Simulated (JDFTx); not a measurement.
## O under changes of volume

One of the cells (17.288 Å³/atom); the others are scaled copies at fixed shape and fractional positions:

```
CELL_PARAMETERS angstrom
2.85140 -1.66242 0.00000
2.85140 1.66242 0.00000
-2.39449 0.00000 3.64705
ATOMIC_POSITIONS crystal
O 0.97455 0.97455 0.84443
O 0.02545 0.02545 0.15557
```

```yaml
Program: JDFTx 1.7.0 (patched build)
Functional: PBE
Potentials_or_basis: PseudoDojo-SR-PBE-0.5-standard with smoothed tails
Cutoff: 1143 eV
Density_cutoff: 9143 eV
k_mesh: 10 × 10 × 7
Occupations: fermi-dirac, width 0.05 eV
Spin: no spin polarisation
```

| volume (Å³/atom) | energy over the lowest point (meV/atom) | pressure (GPa) | largest force (eV/Å) |
| --- | --- | --- | --- |
| 16.251 | 0.00 | 0.8 | 1.250 |
| 16.596 | 0.01 | -0.4 | 0.639 |
| 16.942 | 2.57 | -1.6 | 0.176 |
| 17.288 | ? | ? | ? |
| 17.634 | 14.32 | -3.5 | 1.023 |
| 17.979 | 23.08 | -4.3 | 1.489 |
| 18.325 | 33.52 | -5.0 | 1.926 |

Task: What does the run at 17.288 Å³/atom give?

Result: Energy over the lowest point 7.41 meV/atom; pressure -2.6 GPa; largest force 0.533 eV/Å.

Worked out: A Birch-Murnaghan fit of order 3 (a polynomial in V^(-2/3)) to the other rows has its minimum at 16.42 Å³/atom with B0 = V·E''(V) = 59 GPa and B' = 4.0 at fixed shape and positions, which overstates the stiffness. It gives 7.41 meV/atom at 17.288 Å³/atom, against the run's 7.41, and -dE/dV = -2.7 GPa, against -2.6.

Energies are extrapolated to zero smearing.

Caveats: spin is off for a triplet molecule; forces of over 1 eV/Å show positions far from the minimum, so gaps and moduli don't describe the material at rest (some runs).
